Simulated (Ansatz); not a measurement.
# PbI2: one input, then a changed one

The cell is built from the CdI2 type as a first guess.

First run: DFT, PBE, PAW with Ansatz's default frozen-core files, scalar-relativistic (Ansatz 0.2.0).

Command: `ansatz run input.yaml --threads 1 --pin off --max-ram 3072MiB --backend cpu --events-out ev --progress --plain --runs-dir out` The run took about 190 s on 1 thread of a shared machine.

```yaml
crystal:
  lattice:
    - [4.1649823397, 0.0, 0.0]
    - [-2.0824911699, 3.6069805125, 0.0]
    - [0.0, 0.0, 6.6639717436]
  atoms:
    - { symbol: Pb, position: [0.0, 0.0, 0.0] }
    - { symbol: I, position: [0.3333333333, 0.6666666667, 0.25] }
    - { symbol: I, position: [0.6666666667, 0.3333333333, 0.75] }
kpoints:
  mp_grid: { grid: [11, 11, 6] }
scf:
  occupations: { method: fermi_dirac, width: 0.03 }
hamiltonian:
  xc: pbe
  pseudopotentials: { kind: paw }
output:
  forces: true
  stress: true
relax:
  f_tol: 0.005
  max_steps: 80
  cell: {}
```

Result: converged; relaxed volume 49.573 Å³/atom; 89 SCF iterations in all.

No spin–orbit coupling, which matters for the heavy atoms here.

A second input differs as follows:

```diff
@@ -1,7 +1,7 @@
 crystal:
   lattice:
-    - [4.1649823397, 0.0, 0.0]
-    - [-2.0824911699, 3.6069805125, 0.0]
-    - [0.0, 0.0, 6.6639717436]
+    - [2.91548764, 0.0, 0.0]
+    - [-1.45774382, 2.52488636, 0.0]
+    - [0.0, 0.0, 4.66478022]
   atoms:
     - { symbol: Pb, position: [0.0, 0.0, 0.0] }
@@ -12,4 +12,5 @@
 scf:
   occupations: { method: fermi_dirac, width: 0.03 }
+  max_iter: 75
 hamiltonian:
   xc: pbe
```

Task: Does the change harm the result?

Result: Not here: the run converged; energy at zero smearing +0.1 meV/atom from the first run; relaxed volume 48.703 Å³/atom; 193 SCF iterations in all, so the odd setting did no harm in this case.
